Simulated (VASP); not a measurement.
# MgS: optical spectrum of independent particles, by functional

MgS, Fm-3m (no. 225), 2 atoms in the cell.

| Functional | ε at zero frequency, electronic | Mean energy of the absorption, weighted by Im ε (eV) | Refractive index at 633 nm | Refractive index at 1064 nm | Direct gap on the mesh (eV) | Time (s) |
|---|---|---|---|---|---|---|
| PBE | 5.93 | 7.18 | 2.54 | 2.47 | 3.71 | 6.7 |
| LDA | 6.21 | 7.00 | 2.61 | 2.53 | 3.49 | 5.6 |
| PBEsol | 6.09 | 7.08 | 2.58 | 2.50 | 3.59 | 6.9 |
| r2SCAN | 5.17 | 7.87 | 2.34 | 2.30 | 4.62 | 43 |
| TB-mBJ | 4.69 | 8.19 | 2.22 | 2.19 | 5.07 | 38 |
| TPSS | 5.67 | 7.42 | 2.47 | 2.41 | 4.02 | 30 |

Limits: The 8×8×8 mesh is coarse for a spectrum: peaks stand apart that a denser mesh merges; the pull between electron and hole is left out; rows 1, 2, 3, 4, 6: the onset follows the functional's gap, which semilocal functionals usually make too small.

## Input of the first row

INCAR:
```
SYSTEM = MgS
ALGO = Normal
CSHIFT = 0.1
EDIFF = 1E-7
ENCUT = 300
GGA = PE
ISMEAR = 0
KPAR = 4
LASPH = .TRUE.
LCHARG = .FALSE.
LOPTICS = .TRUE.
LWAVE = .TRUE.
NBANDS = 20
NEDOS = 2000
PREC = Accurate
SIGMA = 0.02
```

KPOINTS:
```
k-points
0
Gamma
  8 8 8
```

POSCAR:
```
MgS
1.0
    0.0000000000      2.6016500000      2.6016500000
    2.6016500000      0.0000000000      2.6016500000
    2.6016500000      2.6016500000      0.0000000000
S Mg
1 1
Direct
    0.5000000000      0.5000000000      0.5000000000
    0.0000000000      0.0000000000      0.0000000000
```

Commands:
```
cat potpaw_PBE.64/S/POTCAR potpaw_PBE.64/Mg/POTCAR > POTCAR
mpirun -np 4 vasp_std > vasp.out
```

Changes of the last row against the first:
```
- GGA = PE
+ METAGGA = TPSS
+ LMIXTAU = True
```

VASP 6.6.1 took 6.7 s on 4 cores (AMD EPYC 9R45 (Zen 5)), a shared host.
